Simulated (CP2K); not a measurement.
# Bi under changes of volume

One of the cells (31.117 Å³/atom); the others are scaled copies at fixed shape and fractional positions:

```
Bi
1.0
     3.43194    0.00000    0.00000
    -1.14398    3.23566    0.00000
    -1.14398   -1.61783    2.80217
Bi
1
Direct
  0.00000 0.00000 0.00000
```

This isn't the form of Bi at room conditions, which is rhombohedral.

| Property | Result |
| --- | --- |
| Program | CP2K 2026.2 |
| Functional | PBEsol |
| Potentials or basis | POTENTIAL_UZH Bi GTH-PBE-q5; TZVP-MOLOPT-PBE-GTH basis |
| Density cutoff | 6123 eV |
| k mesh | 9 × 9 × 9 |
| Occupations | fermi-dirac, width 0.05 eV |
| Spin | no spin polarisation |

| volume (Å³/atom) | energy over the lowest point (meV/atom) | pressure (GPa) |
| --- | --- | --- |
| 29.250 | 26.04 | 4.4 |
| 29.872 | 12.37 | 2.9 |
| 30.495 | 3.88 | 1.6 |
| 31.117 | 0.00 | 0.4 |
| 31.739 | 0.44 | -0.7 |
| 32.362 | ? | ? |
| 32.984 | 13.33 | -2.6 |

**Question.** What does the run at 32.362 Å³/atom give?

**Answer.** Energy over the lowest point 4.97 meV/atom; pressure -1.7 GPa.

Worked out: A Birch-Murnaghan fit of order 3 (a polynomial in V^(-2/3)) to the other rows has its minimum at 31.35 Å³/atom with B0 = V·E''(V) = 55 GPa (rough, since the energies scatter). It gives 5.02 meV/atom at 32.362 Å³/atom, against the run's 4.97, and -dE/dV = -1.7 GPa, against -1.7.

Energies are extrapolated to zero smearing.

Caveats: the potentials were made for another functional, which shifts forces and pressure; the basis of atomic orbitals isn't converged, which shifts pressures, moduli and gaps.
